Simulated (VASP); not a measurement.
Input of a VASP 6.6.1 run:

Contents of INCAR:

```
ALGO     = Fast           # electronic algorithm
EDIFF    = 1E-8           # SCF threshold, eV
ENCUT    = 520            # plane-wave cutoff, eV
GGA      = PS             # functional
IBRION   = 8              # ionic algorithm
ISIF     = 2              # what is computed and relaxed
ISMEAR   = 0              # smearing method
KPAR     = 4            
LASPH    = T              # aspherical terms in the spheres
LCHARG   = F              # write CHGCAR
LEPSILON = T              # dielectric tensor by DFPT
LREAL    = F              # projectors in reciprocal space
LWAVE    = F              # write WAVECAR
NELM     = 80             # most SCF steps
PREC     = Accurate       # precision mode
SIGMA    = 0.02           # smearing width, eV
```

File KPOINTS:

```
k-points
0
Gamma
  10 10 10
```

Contents of POSCAR:

```
MgO2
1.0
    1.6047610160      0.9265092046      3.4939788749
   -1.6047610160      0.9265092046      3.4939788749
    0.0000000000     -1.8530184092      3.4939788749
Mg O
1 2
Direct
    0.0000000000      0.0000000000      0.0000000000
    0.5712140000      0.5712140000      0.5712140000
    0.4287860000      0.4287860000      0.4287860000
```

Potentials or basis: VASP PAW PBE potentials, release 64 (Mg, O).

The run is started by

```sh
$ cat potpaw_PBE.64/Mg/POTCAR potpaw_PBE.64/O/POTCAR > POTCAR
$ mpirun -np 4 vasp_std > vasp.out
```

Estimate the electronic dielectric tensor (diagonal).

2.82, 2.82, 4.14.

Estimate the Born charges (mean of the diagonal).

Mg +2.05; O -1.02 e.

What does it give for the band gap on the k mesh?

2.21 eV, direct.

What does it give for the highest phonon frequency at Γ, LO-TO splitting left out?

906 cm⁻¹.

Electronic dielectric tensor:
```
2.82 0.00 0.00
0.00 2.82 0.00
0.00 0.00 4.14
```

 A k mesh can miss the band edges.
